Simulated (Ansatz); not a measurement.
Crystal: CdS (Hawleyite).

```
Cd S
1.0
     0.00000    2.91650    2.91650
     2.91650    0.00000    2.91650
     2.91650    2.91650    0.00000
Cd S
1 1
Direct
  0.00000 0.00000 0.00000
  0.75000 0.75000 0.75000
```

| Quantity | Value |
| --- | --- |
| Program | Ansatz 0.2.0 |
| Task | relaxation of cell and atoms |
| Functional | PBE |
| Potentials or basis | all-electron LAPW, scalar-relativistic |
| Basis error allowed | 0.001 eV/atom |
| k mesh | 8 × 8 × 8 |
| Occupations | fermi-dirac, width 0.05 eV |
| Spin | no spin polarisation |

At the start: volume 24.81 Å³/atom.

Q: How do energy, volume and symmetry change on relaxing?

A: Over 4 steps the energy falls by 10.6 meV/atom and the volume is 26.03 Å³/atom (+4.9 %); space group F-43m (No. 216, to 0.05 Å).

Step by step:
| step | energy change (eV) | largest force (eV/Å) | volume (Å³) |
| --- | --- | --- | --- |
| 1 | 0.0000 | 0.0000 | 49.62 |
| 2 | -0.0211 | 0.0000 | 51.94 |
| 3 | -0.0211 | 0.0000 | 52.06 |
| 4 | -0.0211 | 0.0000 | 52.06 |

Final structure:
```
Cd S
1.0
     0.00000    2.96366    2.96366
     2.96366    0.00000    2.96366
     2.96366    2.96366    0.00000
Cd S
1 1
Direct
  0.00000 0.00000 0.00000
  0.75000 0.75000 0.75000
```
